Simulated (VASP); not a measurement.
Set up this calculation in VASP 6.6.1, as the native input.

| Property | Result |
| --- | --- |
| Task | single point |
| Functional | PBE |
| Potentials or basis | VASP PAW PBE potentials, release 64 (Hg, Te) |
| Cutoff | 520 eV |
| k mesh | 6 × 6 × 4 |
| Occupations | fermi-dirac, width 0.02 eV |
| Spin | no spin polarisation |
| Dipole correction | no |
| Further INCAR settings | ALGO = Normal; EDIFF = 1e-06; NBANDS = 26 |

The structure of HgTe lies in POSCAR:

```
HgTe
1.0
    4.8195131645      0.0000000000      0.0000000000
   -2.4097565823      4.1738208343      0.0000000000
    0.0000000000      0.0000000000      7.1962058636
Hg Te
2 2
Direct
    0.3333333333      0.6666666667      0.2500000000
    0.6666666667      0.3333333333      0.7500000000
    0.6666666667      0.3333333333      0.2500000000
    0.3333333333      0.6666666667      0.7500000000
```

The cell was built by a generator and needn't be a form met in nature.

One way to write it, as run:

INCAR

```
SYSTEM = HgTe
ALGO = Normal
EDIFF = 1E-6
ENCUT = 520
GGA = PE
ISIF = 2
ISMEAR = -1
LASPH = .True.
LCHARG = .True.
LELF = .True.
LREAL = .False.
LVHAR = .True.
LWAVE = .False.
NBANDS = 26
NELM = 100
PREC = Accurate
SIGMA = 0.02
```

KPOINTS

```
k-points
0
Gamma
  6 6 4
  0 0 0
```

Potentials or basis: VASP PAW PBE potentials, release 64 (Hg, Te).

Launch:

```console
$ cat potpaw_PBE.64/Hg/POTCAR potpaw_PBE.64/Te/POTCAR > POTCAR
$ mpirun -np 1 vasp_std > vasp.out
```

Results of the run:

The pressure is 1.3 GPa. The band gap on the k mesh is none (metal or under the smearing width).

Caveat: this functional lacks dispersion, which binds the layers, so the pressure and a relaxed spacing across them are unreliable.

Wall time 28 s on 1 thread of Intel(R) Xeon(R) 6975P-C (Granite Rapids) (shared host), peak memory 0.28 GiB.
